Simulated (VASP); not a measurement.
# Mg (P6/mmm) in VASP: notebook

One crystal, Mg, is run at these levels: r2SCAN; tasks: single point.

All numbers are computed with VASP 6.6.1; they aren't measurements. Logs are shortened: lines on timing, memory, paths and dates and some standing lists are left out, and cuts for length are marked.

## (1) The crystal as given

Symmetry: P6/mmm, No. 191, hexagonal system. Conventional cell: a = 3.050 Å, b = 3.050 Å, c = 3.045 Å, α = 90.00°, β = 90.00°, γ = 120.00°. Mg (site symmetry 6/mmm) has 8 Mg at 3.04 to 3.05 Å as nearest neighbours.

This isn't the form of Mg at room conditions, which is hcp.

## (2) Single point, r2SCAN

Input file INCAR:

```
ADDGRID = False
ALGO = Normal
EDIFF = 1E-4
ENCUT = 400
ISIF = 2
ISMEAR = 1
LASPH = True
LCHARG = False
LMIXTAU = True
LREAL = False
LWAVE = False
METAGGA = R2SCAN
NELM = 100
PREC = Accurate
SIGMA = 0.2
```

Input file KPOINTS:

```
k-points
0
Gamma
  11 11 9
```

Input file POSCAR:

```
Mg
1.0
    3.1430880000     -0.0084060000     -0.0278050000
   -1.5788240000      2.6046760000      0.0276970000
   -0.0277550000      0.0158990000      3.0020770000
Mg
1
Direct
   -0.0144770000      0.0117080000      0.0082640000
```

Potentials or basis: VASP PAW PBE potentials, release 64 (Mg).

Command:

```console
$ cat potpaw_PBE.64/Mg/POTCAR > POTCAR
$ mpirun -np 1 vasp_std > vasp.out
```

OUTCAR:

```text
EDIFF = 1E-4
   ENCUT = 400
   ISIF = 2
   ISMEAR = 1
   LASPH = True
   LREAL = False
   METAGGA = R2SCAN
   NELM = 100
   PREC = Accurate

 Found    545 irreducible k-points:

 Following reciprocal coordinates:
            Coordinates               Weight
  0.000000  0.000000  0.000000      1.000000
  0.090909  0.000000 -0.000000      2.000000
  0.181818  0.000000 -0.000000      2.000000
  0.272727  0.000000  0.000000      2.000000
  0.363636  0.000000 -0.000000      2.000000
  0.454545  0.000000  0.000000      2.000000
   k-points           NKPTS =    545   k-points in BZ     NKDIM =    545   number of bands    NBANDS=      5
   number of dos      NEDOS =    301   number of ions     NIONS =      1
   total plane-waves  NPLWV =   9600
   dimension x,y,z NGX =    24 NGY =   20 NGZ =   20
   dimension x,y,z NGXF=    48 NGYF=   40 NGZF=   40
   ions per type =               1
   NGX,Y,Z   is equivalent  to a cutoff of  12.69, 10.92, 11.07 a.u.
   NGXF,Y,Z  is equivalent  to a cutoff of  25.39, 21.83, 22.15 a.u.
 SYSTEM =  unknown system
   PREC   = accura    normal or accurate (medium, high low for compatibility)
   ISTART =      0    job   : 0-new  1-cont  2-samecut
   ICHARG =      2    charge: 1-file 2-atom 10-const
   ISPIN  =      1    spin polarized calculation?
   LNONCOLLINEAR =      F non collinear calculations
   LSORBIT =      F    spin-orbit coupling
   LASPH  =      T    aspherical Exc in radial PAW
   ENCUT  =  400.0 eV  29.40 Ry    5.42 a.u.   5.13  4.97  4.90*2*pi/ulx,y,z
   NELM   =    100;   NELMIN=  2; NELMDL= -5     # of ELM steps
   EDIFF  = 0.1E-03   stopping-criterion for ELM
   LREAL  =      F    real-space projection
   EDIFFG = 0.1E-02   stopping-criterion for IOM
   NSW    =      0    number of steps for IOM
   IBRION =     -1    ionic relax: 0-MD 1-quasi-New 2-CG
   NFREE  =      0    steps in history (QN), initial steepest desc. (CG)
   ISIF   =      2    stress and relaxation
   ISYM   =      2    0-nonsym 1-usesym 2-fastsym
   POTIM  = 0.5000    time-step for ionic-motion
   TEBEG  =    0.0;   TEEND  =   0.0 temperature during run
   PSTRESS=    0.0 pullay stress
   NELECT =       2.0000    total number of electrons
   NUPDOWN=      -1.0000    fix difference up-down
   EMIN   =  10.00;   EMAX   =-10.00  energy-range for DOS
   EFERMI =   0.00;   METHOD = LEGACY
   ISMEAR =     1;   SIGMA  =   0.20  broadening in eV -4-tet -1-fermi 0-gaus
   EFERMI_NEDOS =   21; number of points for ismear=-14 and -15
   IALGO  =     38    algorithm
   IMIX   =      4    mixing-type and parameters
     AMIX     =   0.40;   BMIX     =  1.00
     AMIX_MAG =   1.60;   BMIX_MAG =  1.00
  volume/ion in A,a.u.               =      24.53       165.57
  Fermi-wavevector in a.u.,A,eV,Ry     =   0.709836  1.341396  6.855535  0.503868
  Thomas-Fermi vector in A             =   1.796524
   LORBIT       =      0    0 simple, 1 ext, 2 COOP (PROOUT), +10 PAW based schemes
   METAGGA = R2SCAN    functional components
   LHFCALC =     F    Hartree Fock is set to
   AEXX    =    0.0000 exact exchange contribution
   IVDW    =     0    specifies the selected vdW correction
   LEPSILON=     F    determine dielectric tensor
   LRPA    =     F    only Hartree local field effects (RPA)
 non-spin polarized calculation
 Methfessel and Paxton  Order N= 1 SIGMA  =   0.20
  energy-cutoff  :      400.00
  volume of cell :       24.53
 maximum number of plane-waves:       456
 NGX is ok and might be reduce to    24

 number of electron       2.0000000 magnetization

 Free energy of the ion-electron system (eV)
  ---------------------------------------------------
  ext. energy  EPLUGINS =         0.00000000
  ---------------------------------------------------
  free energy    TOTEN  =        -3.86236166 eV

  energy without entropy =       -3.86117032  energy(sigma->0) =       -3.86196455

 E-fermi :   2.2748     XC(G=0):  -8.8404

 val. band max:        2.2743273137   @ k =   0.3636   0.1818   0.1111
 cond. band min:       2.2853114619   @ k =  -0.3636  -0.3636   0.1111
 fundamental gap:      0.0109841483
 Fermi energy:         2.2748059024

 k-point     1 :       0.0000    0.0000    0.0000
  band No.  band energies     occupation
      1      -4.8374      2.00000
      2      11.0967      0.00000
      3      12.2520      0.00000
      4      14.9013      0.00000
      5      16.1169      0.00000

 k-point     2 :       0.0909    0.0000   -0.0000
  band No.  band energies     occupation
      1      -4.6521      2.00000
      2      10.9518      0.00000
      3      12.4062      0.00000
      4      12.8649      0.00000
      5      14.6766      0.00000

 k-point     3 :       0.1818    0.0000   -0.0000
  band No.  band energies     occupation
      1      -4.0980      2.00000
      2       9.1846      0.00000
      3      11.6840      0.00000
      4      12.8693      0.00000
      5      13.5282      0.00000

 k-point     4 :       0.2727    0.0000    0.0000
  band No.  band energies     occupation
      1      -3.1813      2.00000
      2       6.4743      0.00000
      3      11.5144      0.00000
      4      12.6618      0.00000
      5      13.6385      0.00000

 k-point     5 :       0.3636    0.0000   -0.0000
  band No.  band energies     occupation
      1      -1.9130      2.00000
      2       3.9399     -0.00000
      3      11.3384      0.00000
      4      12.0474      0.00000
      5      14.7095      0.00000

 k-point     6 :       0.4545    0.0000    0.0000
  band No.  band energies     occupation
      1      -0.3235      2.00000
      2       1.7092      2.00047
      3      11.2274      0.00000
      4      11.7060      0.00000
      5      16.0345      0.00000

 [... further k-points ...]
[... 5 lines left out ...]
  --------------------------------------------------------------------------------------
  -------------------------------------------------------------------------------------
  Total       -0.0979891      0.0480382      0.1752250      0.0168308      0.0498611     -0.0647547
  in kB       -6.3989455      3.1370233     11.4426543      1.0990983      3.2560617     -4.2286532
  external PRESSURE =       2.7269107 kB  Pullay stress =       0.0000000 kB

 VOLUME and BASIS-vectors are now :
 -----------------------------------------------------------------------------
  energy-cutoff  :      400.00
  volume of cell :       24.53
      direct lattice vectors                 reciprocal lattice vectors
     3.143088000 -0.008406000 -0.027805000     0.318692044  0.193154686  0.001923445
    -1.578824000  2.604676000  0.027697000     0.001010546  0.384559010 -0.002027282
    -0.027755000  0.015899000  3.002077000     0.002942377 -0.001758937  0.333139234

 POSITION                                       TOTAL-FORCE (eV/Angst)
 -----------------------------------------------------------------------------------
      3.07887      0.02234     -0.00227        -0.000000     -0.000000      0.000000
 -----------------------------------------------------------------------------------
    total drift:                               -0.000323      0.000024      0.000224

  FREE ENERGIE OF THE ION-ELECTRON SYSTEM (eV)
  ---------------------------------------------------
  free  energy   TOTEN  =        -3.8623616629 eV

  energy  without entropy=       -3.8611703232  energy(sigma->0) =       -3.86196455
```

Wall time 45 s (1 thread of Intel Xeon 6975P-C (Granite Rapids), shared host); peak memory 0.17 GiB.

The run converged, but some of its settings lie outside the range that counts as converged, so its numbers aren't taken as properties of the crystal.

Results:

| Property | Result |
| --- | --- |
| Free energy | -3.8624 eV |
| Pressure | 0.3 GPa |
| Band gap on the k mesh | none (metal or under the smearing width) |

Caveat: the PAW data sets were made with another functional, which shifts forces and pressure a little.

## (3) Single point, r2SCAN

This run uses another cell than the first one, of the same volume but with other edges.

Edit INCAR of step 2 so:

```diff
@@ -2,3 +2,3 @@
 ALGO = Normal
-EDIFF = 1E-4
+EDIFF = 1E-5
 ENCUT = 400
```

KPOINTS is that of step 2.

Input file POSCAR:

```
Mg
1.0
    3.0502998005      0.0000000000      0.0000000000
   -1.5251499003      2.6416371164      0.0000000000
    0.0000000000      0.0000000000      3.0448375700
Mg
1
Direct
    0.0000000000      0.0000000000      0.0000000000
```

Potentials or basis: VASP PAW PBE potentials, release 64 (Mg).

Command:

```console
$ cat potpaw_PBE.64/Mg/POTCAR > POTCAR
$ mpirun -np 1 vasp_std > vasp.out
```

It took 13 s on 1 thread of Intel Xeon 6975P-C (Granite Rapids), shared host; peak memory 0.12 GiB.

These settings aren't checked as converged: the numbers below hold their error.

What came out:

```
Free energy            : -3.8650 eV
Pressure               : 0.4 GPa
Band gap on the k mesh : none (metal or under the smearing width)
```

Caveat: the PAW data sets were made with another functional, which shifts forces and pressure a little.

## (4) Single point, r2SCAN

INCAR is that of step 3.

KPOINTS is that of step 3.

Input file POSCAR:

```
Mg
1.0
    3.1430880000     -0.0084060000     -0.0278050000
   -1.5788240000      2.6046760000      0.0276970000
   -0.0277550000      0.0158990000      3.0020770000
Mg
1
Direct
   -0.0144770000      0.0117080000      0.0082640000
```

Command:

```console
$ cat potpaw_PBE.64/Mg/POTCAR > POTCAR
$ mpirun -np 1 vasp_std > vasp.out
```

It took 47 s on 1 thread of Intel Xeon 6975P-C (Granite Rapids), shared host; peak memory 0.17 GiB.

The run converged, but some of its settings lie outside the range that counts as converged, so its numbers aren't taken as properties of the crystal.

Results:

```yaml
Free_energy: -3.8624 eV
Pressure: 0.3 GPa
Band_gap_on_the_k_mesh: none (metal or under the smearing width)
```

Caveat: the PAW data sets were made with another functional, which shifts forces and pressure a little.

## (5) Single point, r2SCAN

This run uses another cell than the first one, of the same volume but with other edges.

Edit INCAR of step 4 so:

```diff
@@ -1,4 +1,4 @@
-ADDGRID = False
+ADDGRID = True
 ALGO = Normal
-EDIFF = 1E-5
+EDIFF = 1E-6
 ENCUT = 400
```

KPOINTS is that of step 4.

Input file POSCAR:

```
Mg
1.0
    3.0502998005      0.0000000000      0.0000000000
   -1.5251499003      2.6416371164      0.0000000000
    0.0000000000      0.0000000000      3.0448375700
Mg
1
Direct
    0.0000000000      0.0000000000      0.0000000000
```

Command:

```console
$ cat potpaw_PBE.64/Mg/POTCAR > POTCAR
$ mpirun -np 1 vasp_std > vasp.out
```

Run time: 16 s. Hardware: 1 thread of Intel Xeon 6975P-C (Granite Rapids), shared host; peak memory 0.16 GiB.

These settings aren't checked as converged: the numbers below hold their error.

What came out:

```
Free energy            : -3.8650 eV
Pressure               : 0.4 GPa
Band gap on the k mesh : none (metal or under the smearing width)
```

Caveat: the PAW data sets were made with another functional, which shifts forces and pressure a little.

## (6) Single point, r2SCAN

INCAR is that of step 5.

KPOINTS is that of step 5.

Input file POSCAR:

```
Mg
1.0
    3.1430880000     -0.0084060000     -0.0278050000
   -1.5788240000      2.6046760000      0.0276970000
   -0.0277550000      0.0158990000      3.0020770000
Mg
1
Direct
   -0.0144770000      0.0117080000      0.0082640000
```

Potentials or basis: VASP PAW PBE potentials, release 64 (Mg).

Command:

```console
$ cat potpaw_PBE.64/Mg/POTCAR > POTCAR
$ mpirun -np 1 vasp_std > vasp.out
```

It took 50 s on 1 thread of Intel Xeon 6975P-C (Granite Rapids), shared host; peak memory 0.22 GiB.

The run converged, but some of its settings lie outside the range that counts as converged, so its numbers aren't taken as properties of the crystal.

What came out:

```
Free energy            : -3.8624 eV
Pressure               : 0.3 GPa
Band gap on the k mesh : none (metal or under the smearing width)
```

Caveat: the PAW data sets were made with another functional, which shifts forces and pressure a little.

## (7) For comparison

An earlier run on the cell as given: functional PBE; potentials or basis VASP PAW PBE potentials, release 64 (Mg); cutoff 520 eV; k mesh 10 × 10 × 9; occupations fermi-dirac, width 0.05 eV; no spin polarisation.

* Pressure: 1.1 GPa
* Band gap on the k mesh: none (metal or under the smearing width)
